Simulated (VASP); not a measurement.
C: G0W0 quasiparticle levels with PBE

The system is C.

```
C
1.0
     0.00000    1.78337    1.78337
     1.78337    0.00000    1.78337
     1.78337    1.78337    0.00000
C
2
Cartesian
  2.6751 2.6751 2.6751
  1.7834 1.7834 1.7834
```

This isn't the form of C at room conditions, which is graphite.

- Program: VASP 6.6.1
- Task: G0W0 quasiparticle levels
- Functional: PBE
- Potentials or basis: VASP PAW PBE potentials, release 64 (C_GW)
- Cutoff: 500 eV
- k mesh: 6 × 6 × 6
- Occupations: gaussian, width 0.01 eV
- Spin: no spin polarisation
- Ladder: gaps
- GW scheme: G0W0
- GW iterations: 1
- Cutoff of the response function: 200
- Frequency points: 50
- Empty bands: 72
- Further INCAR settings: ALGO = EVGW0; EDIFF = 1e-08; NBANDS = 76

```json
{
 "Band gap on the k mesh, mean-field level": "4.15 eV, indirect (least direct gap 5.59 eV)",
 "Quasiparticle gap": "5.50 eV",
 "Least direct quasiparticle gap": "7.34 eV"
}
```

Levels at points of the mesh, in eV from the valence-band top:
| k point | band 2 | band 3 | band 4 | band 5 | band 6 | band 7 |
| --- | --- | --- | --- | --- | --- | --- |
| (0.00, 0.00, 0.00) | 0.00 | 0.00 | 0.00 | 5.59 | 5.59 | 5.59 |
| (0.50, 0.00, 0.00) | -13.37 | -2.80 | -2.80 | 8.46 | 8.46 | 8.84 |
| (0.50, 0.50, 0.00) | -12.77 | -6.30 | -6.30 | 4.76 | 4.76 | 16.81 |

Run time: 12 s on 4 MPI ranks on Intel(R) Xeon(R) 6975P-C (Granite Rapids) (shared host), peak memory 0.24 GiB a rank.

Caveat: the k mesh is coarse (spacing up to 0.51 Å⁻¹), so the values aren't converged; bands, screening cutoff and mesh are small and nothing is extrapolated, so the quasiparticle values aren't converged. A k mesh can miss the band edges.
